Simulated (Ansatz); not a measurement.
**Fe in Ansatz: the effect of functional**

Crystal: Fe.

```
Fe
1.0
     0.00000    1.96729    1.99096
     1.51816    0.00000    1.99096
     1.51816    1.96729    0.00000
Fe
1
Direct
  0.00000 0.00000 0.00000
```

The cell isn't the ideal one: volume scaled by 1.04.

Alike in all runs:

* Program: Ansatz 0.2.0
* Task: single point
* Potentials or basis: Ansatz PAW
* k mesh: 13 × 13 × 13
* Occupations: fermi-dirac, width 0.05 eV
* Spin: collinear spin, ferromagnetic start
* Starting moments: [3.0] μB

```csv
functional,cutoff,pressure (GPa),moment (μB)
LDA,420 eV (not typed: the program's choice for these potentials),?,?
PBEsol,420 eV (not typed: the program's choice for these potentials),-15.7,2.28
r2SCAN,500 eV (not typed: the program's choice for these potentials),-1.3,2.67
```

**Question.** What does the run with functional LDA give?

**Answer.** Pressure -23.6 GPa; moment 2.23 μB.

Caveats: the PAW data sets come from PBE, with cores solved anew for the run's functional, which leaves a small shift of forces and pressure; the magnetic or orbital state may not be the lowest (some runs).
